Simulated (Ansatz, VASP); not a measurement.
**WC in VASP and in Ansatz**

```
W C
1.0
     2.90050    0.00000    0.00000
    -1.45025    2.51191    0.00000
     0.00000    0.00000    2.82900
W C
1 1
Cartesian
  0.0000 0.0000 0.0000
  1.4503 0.8373 1.4145
```

Alike in both runs: task relaxation of cell and atoms; functional PBE; k mesh 6 × 6 × 8; occupations gaussian, width 0.1 eV; no spin polarisation.

|  | VASP | Ansatz |
| --- | --- | --- |
| version | VASP 6.6.1 | Ansatz 0.2.0 |
| potentials or method | VASP PAW PBE potentials, release 64 (W_sv, C) | scalar-relativistic, plane waves, PAW |
| plane-wave cutoff (eV) | 600 | 420 |
| valence electrons in the cell | 18 | 18 |

|  | VASP | Ansatz | Ansatz less VASP |
| --- | --- | --- | --- |
| gap on the k mesh at the Fermi level, each at its own relaxed structure (eV) | none | none | - |
| relaxed volume (Å³/atom) | 10.55 | 10.53 | -0.021 |
| relaxed cell length with the largest relative difference (Å) | 2.851 | 2.846 | -0.0057 |
| energy change over the relaxation (meV/atom) | -7 | -6 | +1.4 |

A gap of «none» marks a metal or a gap that the smearing closes.

Caveats: the k mesh is coarse (spacing up to 0.42 Å⁻¹), so the values aren't converged. Zero-point motion and thermal expansion aren't in these numbers. The runs have no spin-orbit coupling, so splittings on W are missing.
